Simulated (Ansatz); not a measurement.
The system is Te.

```
Te
1.0
     4.45400    0.00000    0.00000
    -2.22700    3.85728    0.00000
     0.00000    0.00000    5.92400
Te
3
Direct
  0.73100 0.73100 0.00000
  0.00000 0.26900 0.66667
  0.26900 0.00000 0.33333
```

Base run:

| Property | Result |
| --- | --- |
| Program | Ansatz 0.2.0 |
| Functional | PBEsol |
| Potentials or basis | all-electron LAPW, scalar-relativistic |
| Cutoff | 215 eV |
| Density cutoff | 862 eV |
| Basis error allowed | 0.002 eV/atom |
| k mesh | 7 × 7 × 5 |
| Occupations | fermi-dirac, width 0.05 eV |
| Spin | no spin polarisation |

Its results: pressure -0.9 GPa; largest force 0.099 eV/Å.

Question: The run is repeated on the same cell with these changes: functional from PBEsol to LDA. What comes out?

Answer: Pressure -1.9 GPa; largest force 0.053 eV/Å.

LDA binds more tightly than PBEsol, so the same cell stands under less pressure.

Not every run made on this cell is shown here.
